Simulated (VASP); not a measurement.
# Pb (C2/m) in VASP: notebook

Runs on Pb. Level: LDA. Tasks: single point.

Everything below comes from runs of VASP 6.6.1. Logs are shortened: lines on timing, memory, paths and dates and some standing lists are left out, and cuts for length are marked.

## Step 1: Starting point

It takes space group C2/m (No. 12, monoclinic). Conventional cell: a = 6.077 Å, b = 3.501 Å, c = 6.452 Å, α = 90.00°, β = 109.14°, γ = 90.00°. Around Pb (site symmetry m) lie 10 Pb at 3.34 to 3.51 Å.

This isn't the form of Pb at room conditions, which is fcc.

## Step 2: Single point, LDA

INCAR

```
SYSTEM = Pb
ADDGRID = .False. ; ALGO = Normal
EDIFF = 1E-6 ; ENCUT = 400
GGA = CA ; ISIF = 2
ISMEAR = 1 ; LASPH = .True.
LCHARG = .False. ; LREAL = .False.
LWAVE = .False. ; NELM = 100
PREC = Accurate ; SIGMA = 0.2
```

KPOINTS

```
k-points
0
Gamma
  16 16 8
  0 0 0
```

POSCAR

```
Pb
1.0
    3.0386068135     -1.7503199600      0.0000000000
    3.0386068135      1.7503199600      0.0000000000
   -2.1154626375      0.0000000000      6.0952248674
Pb
2
Direct
    0.9085084100      0.9085084100      0.7262922000
    0.0914915900      0.0914915900      0.2737078000
```

Potentials or basis: VASP PAW LDA potentials, release 64 (Pb_d).

Command:

```console
$ cat potpaw_LDA.64/Pb_d/POTCAR > POTCAR
$ mpirun -np 1 vasp_std > vasp.out
```

OUTCAR:

```text
SYSTEM = Pb
   EDIFF = 1E-6
   ENCUT = 400
   GGA = CA
   ISIF = 2
   ISMEAR = 1
   LASPH = .True.
   LREAL = .False.
   NELM = 100
   PREC = Accurate

 Found    554 irreducible k-points:

 Following reciprocal coordinates:
            Coordinates               Weight
  0.000000  0.000000  0.000000      1.000000
  0.062500  0.000000  0.000000      4.000000
  0.125000  0.000000  0.000000      4.000000
  0.187500  0.000000 -0.000000      4.000000
  0.250000  0.000000  0.000000      4.000000
  0.312500  0.000000  0.000000      4.000000
   k-points           NKPTS =    554   k-points in BZ     NKDIM =    554   number of bands    NBANDS=     18
   number of dos      NEDOS =    301   number of ions     NIONS =      2
   total plane-waves  NPLWV =  24192
   dimension x,y,z NGX =    24 NGY =   24 NGZ =   42
   dimension x,y,z NGXF=    48 NGYF=   48 NGZF=   84
   ions per type =               2
   NGX,Y,Z   is equivalent  to a cutoff of  11.38, 11.38, 10.82 a.u.
   NGXF,Y,Z  is equivalent  to a cutoff of  22.76, 22.76, 21.64 a.u.
 SYSTEM =  Pb
   PREC   = accura    normal or accurate (medium, high low for compatibility)
   ISTART =      0    job   : 0-new  1-cont  2-samecut
   ICHARG =      2    charge: 1-file 2-atom 10-const
   ISPIN  =      1    spin polarized calculation?
   LNONCOLLINEAR =      F non collinear calculations
   LSORBIT =      F    spin-orbit coupling
   LASPH  =      T    aspherical Exc in radial PAW
   ENCUT  =  400.0 eV  29.40 Ry    5.42 a.u.   5.72  5.72 10.52*2*pi/ulx,y,z
   NELM   =    100;   NELMIN=  2; NELMDL= -5     # of ELM steps
   EDIFF  = 0.1E-05   stopping-criterion for ELM
   LREAL  =      F    real-space projection
   EDIFFG = 0.1E-04   stopping-criterion for IOM
   NSW    =      0    number of steps for IOM
   IBRION =     -1    ionic relax: 0-MD 1-quasi-New 2-CG
   NFREE  =      0    steps in history (QN), initial steepest desc. (CG)
   ISIF   =      2    stress and relaxation
   ISYM   =      2    0-nonsym 1-usesym 2-fastsym
   POTIM  = 0.5000    time-step for ionic-motion
   TEBEG  =    0.0;   TEEND  =   0.0 temperature during run
   PSTRESS=    0.0 pullay stress
   NELECT =      28.0000    total number of electrons
   NUPDOWN=      -1.0000    fix difference up-down
   EMIN   =  10.00;   EMAX   =-10.00  energy-range for DOS
   EFERMI =   0.00;   METHOD = LEGACY
   ISMEAR =     1;   SIGMA  =   0.20  broadening in eV -4-tet -1-fermi 0-gaus
   EFERMI_NEDOS =   21; number of points for ismear=-14 and -15
   IALGO  =     38    algorithm
   IMIX   =      4    mixing-type and parameters
     AMIX     =   0.40;   BMIX     =  1.00
     AMIX_MAG =   1.60;   BMIX_MAG =  1.00
  volume/ion in A,a.u.               =      32.42       218.77
  Fermi-wavevector in a.u.,A,eV,Ry     =   1.237438  2.338420 20.833975  1.531254
  Thomas-Fermi vector in A             =   2.372006
   LORBIT       =      0    0 simple, 1 ext, 2 COOP (PROOUT), +10 PAW based schemes
   GGA     = CA    functional components
   LHFCALC =     F    Hartree Fock is set to
   AEXX    =    0.0000 exact exchange contribution
   IVDW    =     0    specifies the selected vdW correction
   LEPSILON=     F    determine dielectric tensor
   LRPA    =     F    only Hartree local field effects (RPA)
 non-spin polarized calculation
 Methfessel and Paxton  Order N= 1 SIGMA  =   0.20
  energy-cutoff  :      400.00
  volume of cell :       64.84
 maximum number of plane-waves:      1193
   NGX = 11   NGY = 11   NGZ = 21

 number of electron      27.9999994 magnetization

 Free energy of the ion-electron system (eV)
  ---------------------------------------------------
  ext. energy  EPLUGINS =         0.00000000
  ---------------------------------------------------
  free energy    TOTEN  =        -8.32503245 eV

  energy without entropy =       -8.32557655  energy(sigma->0) =       -8.32521382

 E-fermi :   6.2787     XC(G=0): -10.0940

 val. band max:        6.2731895252   @ k =  -0.3750   0.1250   0.2500
 cond. band min:       6.2804782296   @ k =  -0.3750   0.3125   0.1250
 fundamental gap:      0.0072887044
 Fermi energy:         6.2787257535

 k-point     1 :       0.0000    0.0000    0.0000
  band No.  band energies     occupation
      1     -10.8265      2.00000
      2     -10.7168      2.00000
      3     -10.7165      2.00000
      4     -10.7137      2.00000
      5     -10.7130      2.00000
      6     -10.6895      2.00000
[... 10 lines left out ...]
     17      12.6932      0.00000
     18      12.8064      0.00000

 k-point     2 :       0.0625    0.0000    0.0000
  band No.  band energies     occupation
      1     -10.8229      2.00000
      2     -10.7208      2.00000
      3     -10.7156      2.00000
      4     -10.7081      2.00000
      5     -10.7061      2.00000
      6     -10.6783      2.00000
[... 10 lines left out ...]
     17      12.6756      0.00000
     18      12.8058      0.00000

 k-point     3 :       0.1250    0.0000    0.0000
  band No.  band energies     occupation
      1     -10.8133      2.00000
      2     -10.7330      2.00000
      3     -10.7220      2.00000
      4     -10.6855      2.00000
      5     -10.6809      2.00000
      6     -10.6541      2.00000
[... 10 lines left out ...]
     17      12.5417      0.00000
     18      12.6650      0.00000

 k-point     4 :       0.1875    0.0000   -0.0000
  band No.  band energies     occupation
      1     -10.8022      2.00000
      2     -10.7481      2.00000
      3     -10.7317      2.00000
      4     -10.6562      2.00000
      5     -10.6523      2.00000
      6     -10.6437      2.00000
[... 10 lines left out ...]
     17      12.0423      0.00000
     18      12.6457      0.00000

 k-point     5 :       0.2500    0.0000    0.0000
  band No.  band energies     occupation
      1     -10.7994      2.00000
      2     -10.7612      2.00000
      3     -10.7407      2.00000
      4     -10.6836      2.00000
      5     -10.6355      2.00000
      6     -10.6017      2.00000
[... 10 lines left out ...]
     17      11.4830      0.00000
     18      12.5125      0.00000

 k-point     6 :       0.3125    0.0000    0.0000
  band No.  band energies     occupation
      1     -10.8101      2.00000
      2     -10.7721      2.00000
      3     -10.7451      2.00000
      4     -10.7152      2.00000
      5     -10.6338      2.00000
      6     -10.5634      2.00000
[... 10 lines left out ...]
     17      10.9745      0.00000
     18      12.0201      0.00000

 [... further k-points ...]

------------------------ aborting loop because EDIFF is reached ----------------------------------------

  FORCE on cell =-STRESS in cart. coord.  units (eV):
  Direction    XX          YY          ZZ          XY          YZ          ZX
  --------------------------------------------------------------------------------------
  -------------------------------------------------------------------------------------
  Total       -1.3459249     -1.3013638     -1.0557003      0.0000000      0.0000000      0.0066094
  in kB      -33.2598067    -32.1586366    -26.0879248      0.0000000      0.0000000      0.1633275
  external PRESSURE =     -30.5021227 kB  Pullay stress =       0.0000000 kB

 VOLUME and BASIS-vectors are now :
 -----------------------------------------------------------------------------
  energy-cutoff  :      400.00
  volume of cell :       64.84
      direct lattice vectors                 reciprocal lattice vectors
     3.038606813 -1.750319960  0.000000000     0.164549095 -0.285662057  0.057109864
     3.038606813  1.750319960  0.000000000     0.164549095  0.285662057  0.057109864
    -2.115462637  0.000000000  6.095224867     0.000000000  0.000000000  0.164062856

 POSITION                                       TOTAL-FORCE (eV/Angst)
 -----------------------------------------------------------------------------------
      3.98476      0.00000      4.42691         0.011237      0.000000     -0.062549
     -0.02300      0.00000      1.66831        -0.011237      0.000000      0.062549
 -----------------------------------------------------------------------------------
    total drift:                                0.000000      0.000000     -0.000000

  FREE ENERGIE OF THE ION-ELECTRON SYSTEM (eV)
  ---------------------------------------------------
  free  energy   TOTEN  =        -8.3250324483 eV

  energy  without entropy=       -8.3255765528  energy(sigma->0) =       -8.32521382
```

OSZICAR:

```text
N       E                     dE             d eps       ncg     rms          rms(c)
DAV:   1     0.259407055680E+03    0.25941E+03   -0.12698E+04 19954   0.155E+03
DAV:   2     0.940037325763E+01   -0.25001E+03   -0.24695E+03 19988   0.404E+02
DAV:   3    -0.785657246943E+01   -0.17257E+02   -0.17039E+02 24216   0.136E+02
DAV:   4    -0.833871489326E+01   -0.48214E+00   -0.48110E+00 23532   0.276E+01
DAV:   5    -0.835773475451E+01   -0.19020E-01   -0.19018E-01 24124   0.464E+00    0.788E-01
DAV:   6    -0.833205632583E+01    0.25678E-01   -0.48745E-02 25964   0.298E+00    0.396E-01
DAV:   7    -0.832550757527E+01    0.65488E-02   -0.20270E-02 25248   0.186E+00    0.133E-01
DAV:   8    -0.832503658861E+01    0.47099E-03   -0.11068E-03 25742   0.529E-01    0.142E-02
DAV:   9    -0.832503192260E+01    0.46660E-05   -0.66589E-05 24636   0.105E-01    0.630E-03
DAV:  10    -0.832503244825E+01   -0.52566E-06   -0.63932E-06 23910   0.353E-02
   1 F= -.83250324E+01 E0= -.83252138E+01  d E =0.544105E-03
```

It took 88 s on 1 thread of Intel Xeon 6975P-C (Granite Rapids), shared host; peak memory 0.43 GiB.

These settings aren't checked as converged: the numbers below hold their error.

Results:

```yaml
Free_energy: -8.3250 eV
Pressure: -3.1 GPa
Largest_force: 0.064 eV/Å
Band_gap_on_the_k_mesh: none (metal or under the smearing width)
```

## Step 3: Single point, LDA

INCAR is that of step 2.

KPOINTS is that of step 2.

POSCAR

```
Pb
1.0
    3.0386068135     -1.7503199600      0.0000000000
    3.0386068135      1.7503199600      0.0000000000
   -2.1154626375      0.0000000000      6.0952248674
Pb
2
Direct
    0.9226740000      0.9042520000      0.7213670000
    0.1042030000      0.0659440000      0.2801110000
```

Potentials or basis: VASP PAW LDA potentials, release 64 (Pb_d).

Command:

```console
$ cat potpaw_LDA.64/Pb_d/POTCAR > POTCAR
$ mpirun -np 1 vasp_std > vasp.out
```

Run time: 2.9 min. Hardware: 1 thread of Intel Xeon 6975P-C (Granite Rapids), shared host; peak memory 0.68 GiB.

The run converged, but some of its settings lie outside the range that counts as converged, so its numbers aren't taken as properties of the crystal.

Results:

- Free energy: -8.3239 eV
- Pressure: -2.6 GPa
- Largest force: 0.093 eV/Å
- Band gap on the k mesh: none (metal or under the smearing width)

## Step 4: Single point, LDA

Edit INCAR of step 3 so:

```diff
@@ -2,3 +2,3 @@
 ADDGRID = .False. ; ALGO = Normal
-EDIFF = 1E-6 ; ENCUT = 400
+EDIFF = 1E-6 ; ENCUT = 460
 GGA = CA ; ISIF = 2
```

KPOINTS is that of step 3.

POSCAR

```
Pb
1.0
    3.0386068135     -1.7503199600      0.0000000000
    3.0386068135      1.7503199600      0.0000000000
   -2.1154626375      0.0000000000      6.0952248674
Pb
2
Direct
    0.9085084100      0.9085084100      0.7262922000
    0.0914915900      0.0914915900      0.2737078000
```

Potentials or basis: VASP PAW LDA potentials, release 64 (Pb_d).

Command:

```console
$ cat potpaw_LDA.64/Pb_d/POTCAR > POTCAR
$ mpirun -np 1 vasp_std > vasp.out
```

OUTCAR:

```text
SYSTEM = Pb
   EDIFF = 1E-6
   ENCUT = 460
   GGA = CA
   ISIF = 2
   ISMEAR = 1
   LASPH = .True.
   LREAL = .False.
   NELM = 100
   PREC = Accurate

 Found    554 irreducible k-points:

 Following reciprocal coordinates:
            Coordinates               Weight
  0.000000  0.000000  0.000000      1.000000
  0.062500  0.000000  0.000000      4.000000
  0.125000  0.000000  0.000000      4.000000
  0.187500  0.000000 -0.000000      4.000000
  0.250000  0.000000  0.000000      4.000000
[... 204 lines left out ...]
------------------------ aborting loop because EDIFF is reached ----------------------------------------

  FORCE on cell =-STRESS in cart. coord.  units (eV):
  Direction    XX          YY          ZZ          XY          YZ          ZX
  --------------------------------------------------------------------------------------
  -------------------------------------------------------------------------------------
  Total       -1.3173671     -1.2723948     -1.0265688      0.0000000      0.0000000      0.0067445
  in kB      -32.5541025    -31.4427699    -25.3680416      0.0000000      0.0000000      0.1666673
  external PRESSURE =     -29.7883047 kB  Pullay stress =       0.0000000 kB

 VOLUME and BASIS-vectors are now :
 -----------------------------------------------------------------------------
  energy-cutoff  :      460.00
  volume of cell :       64.84
      direct lattice vectors                 reciprocal lattice vectors
     3.038606813 -1.750319960  0.000000000     0.164549095 -0.285662057  0.057109864
     3.038606813  1.750319960  0.000000000     0.164549095  0.285662057  0.057109864
    -2.115462637  0.000000000  6.095224867     0.000000000  0.000000000  0.164062856

 POSITION                                       TOTAL-FORCE (eV/Angst)
 -----------------------------------------------------------------------------------
      3.98476      0.00000      4.42691         0.011308      0.000000     -0.062470
     -0.02300      0.00000      1.66831        -0.011308      0.000000      0.062470
 -----------------------------------------------------------------------------------
    total drift:                                0.000000      0.000000     -0.000000

  FREE ENERGIE OF THE ION-ELECTRON SYSTEM (eV)
  ---------------------------------------------------
  free  energy   TOTEN  =        -8.3254796356 eV

  energy  without entropy=       -8.3260236056  energy(sigma->0) =       -8.32566096
```

OSZICAR:

```text
N       E                     dE             d eps       ncg     rms          rms(c)
DAV:   1     0.269414448347E+03    0.26941E+03   -0.13680E+04 19946   0.171E+03
DAV:   2     0.101732787050E+02   -0.25924E+03   -0.25609E+03 19986   0.417E+02
DAV:   3    -0.781983197173E+01   -0.17993E+02   -0.17785E+02 24382   0.140E+02
DAV:   4    -0.833720698915E+01   -0.51738E+00   -0.51642E+00 23570   0.287E+01
DAV:   5    -0.835807235012E+01   -0.20865E-01   -0.20864E-01 24094   0.504E+00    0.788E-01
DAV:   6    -0.833248357482E+01    0.25589E-01   -0.49728E-02 26052   0.299E+00    0.396E-01
DAV:   7    -0.832594885888E+01    0.65347E-02   -0.20502E-02 25312   0.188E+00    0.133E-01
DAV:   8    -0.832548460234E+01    0.46426E-03   -0.11411E-03 25830   0.539E-01    0.147E-02
DAV:   9    -0.832547909523E+01    0.55071E-05   -0.70892E-05 24844   0.110E-01    0.637E-03
DAV:  10    -0.832547963561E+01   -0.54038E-06   -0.63049E-06 23572   0.349E-02
   1 F= -.83254796E+01 E0= -.83256610E+01  d E =0.543970E-03
```

stdout:

```text
POSCAR found type information on POSCAR Pb
 POSCAR found :  1 types and       2 ions
 scaLAPACK will be used
 LDA part: xc-table for (Slater(with rela. corr.)+CA(PZ))
 , standard interpolation
 POSCAR, INCAR and KPOINTS ok, starting setup
 FFT: planning ... GRIDC
 FFT: planning ... GRID_SOFT
 FFT: planning ... GRID
 WAVECAR not read
 entering main loop
```

Wall time 2.7 min (1 thread of Intel Xeon 6975P-C (Granite Rapids), shared host); peak memory 0.51 GiB.

The run converged, but some of its settings lie outside the range that counts as converged, so its numbers aren't taken as properties of the crystal.

Results:

* Free energy: -8.3255 eV
* Pressure: -3.0 GPa
* Largest force: 0.063 eV/Å
* Band gap on the k mesh: none (metal or under the smearing width)

## Step 5: Single point, LDA

INCAR is that of step 4.

KPOINTS is that of step 4.

POSCAR

```
Pb
1.0
    3.0386068135     -1.7503199600      0.0000000000
    3.0386068135      1.7503199600      0.0000000000
   -2.1154626375      0.0000000000      6.0952248674
Pb
2
Direct
    0.9226740000      0.9042520000      0.7213670000
    0.1042030000      0.0659440000      0.2801110000
```

Command:

```console
$ cat potpaw_LDA.64/Pb_d/POTCAR > POTCAR
$ mpirun -np 1 vasp_std > vasp.out
```

Wall time 5.3 min (1 thread of Intel Xeon 6975P-C (Granite Rapids), shared host); peak memory 0.82 GiB.

These settings aren't checked as converged: the numbers below hold their error.

Results:

* Free energy: -8.3243 eV
* Pressure: -2.6 GPa
* Largest force: 0.093 eV/Å
* Band gap on the k mesh: none (metal or under the smearing width)

## Step 6: The reference run

An earlier run on the cell as given: functional PBE; potentials or basis VASP PAW PBE potentials, release 64 (Pb_d); cutoff 520 eV; k mesh 9 × 9 × 5; occupations fermi-dirac, width 0.05 eV; no spin polarisation.

* Pressure: 0.7 GPa
* Largest force: 0.079 eV/Å
* Band gap on the k mesh: none (metal or under the smearing width)
